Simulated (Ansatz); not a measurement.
A run of Ansatz 0.2.0:

Contents of input.yaml:

```yaml
crystal:
  lattice:
    - [0.0, 2.5663, 2.5663]
    - [2.5663, 0.0, 2.5663]
    - [2.5663, 2.5663, 0.0]
  atoms:
    - { symbol: Sr, position: [0.5, 0.5, 0.5] }
    - { symbol: O, position: [0.0, 0.0, 0.0] }
kpoints:
  mp_grid: { grid: [9, 9, 9] }
  band_path:
    path:
      - [0.0, 0.0, 0.0]
      - [0.5, 0.0, 0.5]
      - [0.5, 0.25, 0.75]
      - [0.375, 0.375, 0.75]
      - [0.0, 0.0, 0.0]
      - [0.5, 0.5, 0.5]
      - [0.625, 0.25, 0.625]
      - [0.5, 0.25, 0.75]
    npoints: 6
scf:
  occupations: { method: fermi_dirac, width: 0.05 }
hamiltonian:
  xc: revpbe
  pseudopotentials: { kind: all_electron, lapw: { basis_error: 0.001 } }
output:
  forces: true
  stress: true
  eigenvalues: true
```

Potentials or basis: all-electron LAPW, scalar-relativistic.

Run with:

```sh
$ ansatz run input.yaml --threads 1 --pin off --max-ram 3072MiB --backend cpu --events-out ev --progress --plain --runs-dir out
```

Hardware: 1 thread of Arm Neoverse V1 (shared host).

How long does it take, and how much memory?

Wall time 8.5 s on 1 thread of Arm Neoverse V1, on a shared host, peak memory 0.26 GiB. Counts: scf iterations 8, plane waves 259, k points 35, bands 21.
